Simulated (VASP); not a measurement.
Input of a VASP 6.6.1 run:

INCAR

```
SYSTEM = CaO
PREC = Accurate
ENCUT = 520
EDIFF = 1E-6
ISMEAR = -1
SIGMA = 0.02
LREAL = .FALSE.
LASPH = .TRUE.
NELM = 100
ALGO = Fast
ISIF = 2
LWAVE = .FALSE.
LCHARG = .TRUE.
GGA = PE
LELF = .TRUE.
LVHAR = .TRUE.
NBANDS = 15
```

The input KPOINTS:

```
regular mesh
0
G
  8 8 8
  0 0 0
```

The input POSCAR:

```
CaO
1.0
    3.0187566816      0.0000000000      0.0000000000
    0.0000000000      3.0187566816      0.0000000000
    0.0000000000      0.0000000000      3.0187566816
Ca O
1 1
Direct
    0.0000000000      0.0000000000      0.0000000000
    0.5000000000      0.5000000000      0.5000000000
```

Potentials or basis: VASP PAW PBE potentials, release 64 (Ca_sv, O).

Run with:

```console
$ cat potpaw_PBE.64/Ca_sv/POTCAR potpaw_PBE.64/O/POTCAR > POTCAR
$ mpirun -np 1 vasp_std > vasp.out
```

**Question.** Estimate the band gap on the k mesh.

**Answer.** 2.77 eV, indirect (least direct gap 3.09 eV).

**Question.** What does it give for the pressure?

**Answer.** -7.2 GPa.

A k mesh can miss the band edges.
